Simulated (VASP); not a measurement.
A run of VASP 6.6.1 is set up as follows.

Contents of INCAR:

```
SYSTEM = Tl
PREC = Accurate
ENCUT = 520
EDIFF = 1E-6
ISMEAR = -1
SIGMA = 0.1
LREAL = .FALSE.
LASPH = .TRUE.
NELM = 80
ALGO = Fast
ISIF = 2
LWAVE = .FALSE.
LCHARG = .TRUE.
GGA = B5
ALDAX = 1.0
AGGAX = 1.0
AGGAC = 1.0
ALDAC = 0.0
LELF = .TRUE.
LVHAR = .TRUE.
NBANDS = 20
```

The input KPOINTS:

```
regular mesh
0
G
  16 16 9
  0 0 0
```

The input POSCAR:

```
Tl
1.0
    3.7782712642      0.0000000000      0.0000000000
   -1.8891356321      3.2720788972      0.0000000000
    0.0000000000      0.0000000000      5.7607701755
Tl
2
Direct
    0.3333333333      0.6666666667      0.2500000000
    0.6666666667      0.3333333333      0.7500000000
```

Potentials or basis: VASP PAW PBE potentials, release 64 (Tl_d).

Command:

```sh
$ cat potpaw_PBE.64/Tl_d/POTCAR > POTCAR
$ mpirun -np 1 vasp_std > vasp.out
```

Question: Estimate the pressure.

Answer: 0.0 GPa.

Question: Predict the band gap on the k mesh.

Answer: None (metal or under the smearing width).

Stress tensor (GPa, compression positive):
```
-0.01  0.00  0.00
 0.00 -0.01  0.00
 0.00  0.00  0.08
```

Caveat: the PAW data sets were made with another functional, which shifts forces and pressure a little. The run has no spin-orbit coupling, so splittings on Tl are missing.
